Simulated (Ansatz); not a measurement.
A 2-atom cell of GaAs started from a crystallographic database, relaxed with r2SCAN, was run in the PAW code Ansatz under altered settings. All numbers are computed, without spin polarisation but where a row says otherwise.

```
Ga As
1.0
     0.00000    2.83308    2.83308
     2.83308    0.00000    2.83308
     2.83308    2.83308    0.00000
Ga As
1 1
Direct
  0.00000 0.00000 0.00000
  0.25000 0.25000 0.25000
```

The base run's other keys:
```yaml
kpoints:
  mp_grid: { grid: [4, 4, 4] }
hamiltonian:
  xc: hse06
scf:
  occupations: { method: fixed }
  n_extra_bands: 4
```

It takes 15 iterations with 893 plane waves at 420 eV and 8 k points, and leaves a mean stress of +0.92 GPa. The gap over this mesh is 1.417 eV. It ran on 4 threads of Arm Neoverse N1, on a shared host.

Outcomes, with energy and stress as changes against the base:

| setting | outcome | ΔF (meV/atom) | Δ mean stress (GPa) | gap on the mesh (eV) | iterations | wall time |
| --- | --- | --- | --- | --- | --- | --- |
| hamiltonian.xc: r2scan50 (cutoff then 500 eV) | converged | – | -2.8 | 3.777 | 20 | 16 s |
| PBE hybrid, exx coeff 0.1, unscreened | converged | – | +1.1 | 1.080 | 11 | 9.5 s |
| PBE hybrid, exx coeff 0.35, unscreened | converged | – | -1.1 | 2.758 | 16 | 11 s |
| PBE hybrid, exx coeff 0.1, omega 0.3 1/Å | converged | – | +1.4 | 0.759 | 12 | 9.8 s |
| scf.occupations: gaussian 0.5 | converged | -0.2 | 0.0 | 1.413 | 19 | 10 s |

A dash marks a value that wasn't obtained or can't be compared. Stress is positive in compression. The base took 10 s.

- hamiltonian.xc: r2scan50. The cutoff follows the functional, from 420 to 500 eV. The mean stress moves by -2.8 GPa and the gap on the mesh by +2.360 eV (to 3.777). It's another functional on the same cell, so totals aren't comparable.
- PBE hybrid, exx coeff 0.1, unscreened. That is 10 % exact exchange, at all ranges, against HSE06's 25 % screened at 0.208 1/Å. The mean stress moves by +1.1 GPa and the gap on the mesh by -0.337 eV (to 1.080). Totals of different functionals aren't comparable.
- PBE hybrid, exx coeff 0.35, unscreened. That is 35 % exact exchange, at all ranges, against HSE06's 25 % screened at 0.208 1/Å. The mean stress moves by -1.1 GPa and the gap on the mesh by +1.341 eV (to 2.758). Totals of different functionals aren't comparable.
- PBE hybrid, exx coeff 0.1, omega 0.3 1/Å. That is 10 % exact exchange, screened with ω = 0.3 1/Å, against HSE06's 25 % screened at 0.208 1/Å. The mean stress moves by +1.4 GPa and the gap on the mesh by -0.658 eV (to 0.759). Totals of different functionals aren't comparable.

Within 1 meV an atom, 0.1 GPa and 0.005 eV of the base stay: scf.occupations: gaussian 0.5.

Spin-orbit coupling is left out.

The stress of a hybrid is loosely converged in these runs.

The meshes of the hybrids are coarse, so their gaps aren't converged to the digits shown.
